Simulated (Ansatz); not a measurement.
Runs of Ansatz 0.2.0 on Ge. The structure is cubic, space group Fd-3m (No. 227). Conventional cell: a = 5.658 Å, b = 5.658 Å, c = 5.658 Å, α = 90.00°, β = 90.00°, γ = 90.00°. Ge (site symmetry -43m) has 4 Ge at 2.45 Å as nearest neighbours. 

```csv
task,level,cell,cutoff (eV),gap on the mesh (eV),pressure (GPa)
band structure,PBE,as given,316,-,3.6
single point,PBEsol,"atoms moved at random, drawn with an rms of 0.05 Å",336,none,0.8
band structure,LDA,as given,317,-,(a)
band structure,PBEsol,as given,317,-,0.6
single point,PBEsol,as given,317,none,0.6
```

Alike in all rows: potentials or basis all-electron LAPW, scalar-relativistic; no spin polarisation; k mesh 8 × 8 × 8; smearing fermi-dirac 0.05 eV; basis error allowed 0.001 eV/atom.

Fill in the values left out.

(a) -1.3.

Caveats: this crystal is a semiconductor, whose small gap the functional closes, so the metal is an error of the method (some runs).

A k mesh can miss the band edges, and the runs leave out spin-orbit coupling on Ge.

A gap of «none» marks a metal or a gap under the smearing width.
